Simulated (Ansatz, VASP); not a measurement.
One calculation of AlPt, two programs

```xyz
2
Lattice="3.0915 0.0000 0.0000 0.0000 3.0915 0.0000 0.0000 0.0000 3.0915" Properties=species:S:1:pos:R:3 pbc="T T T"
Al    0.0000    0.0000    0.0000
Pt    1.5458    1.5458    1.5458
```

Measurements of this composition are mostly on another form, of space group No. 198.

Alike in both runs: task relaxation of cell and atoms; functional PBEsol; k mesh 14 × 14 × 14; occupations gaussian, width 0.1 eV; no spin polarisation.

|  | VASP | Ansatz |
| --- | --- | --- |
| version | VASP 6.6.1 | Ansatz 0.2.0 |
| potentials or method | VASP PAW PBE potentials, release 64 (Al, Pt) | scalar-relativistic, plane waves, PAW |
| plane-wave cutoff (eV) | 600 | 420 |
| valence electrons in the cell | 13 | 21 |

Ansatz gave:

| Item | Value |
| --- | --- |
| gap on the k mesh at the Fermi level, each at its own relaxed structure (eV) | none |
| relaxed volume (Å³/atom) | 14.33 |
| relaxed cell length with the largest relative difference (Å) | 3.060 |
| energy change over the relaxation (meV/atom) | -8 |

Task: Estimate VASP's values.

Result: gap on the k mesh at the Fermi level, each at its own relaxed structure (eV): none; relaxed volume (Å³/atom): 14.32; relaxed cell length with the largest relative difference (Å): 3.060; energy change over the relaxation (meV/atom): -8.

A gap of «none» marks a metal or a gap that the smearing closes. The two sets of potentials don't hold the same shells in valence.

Caveats: the PAW data sets were made with another functional, which shifts forces and pressure a little (VASP). The runs have no spin-orbit coupling, so splittings on Pt are missing.
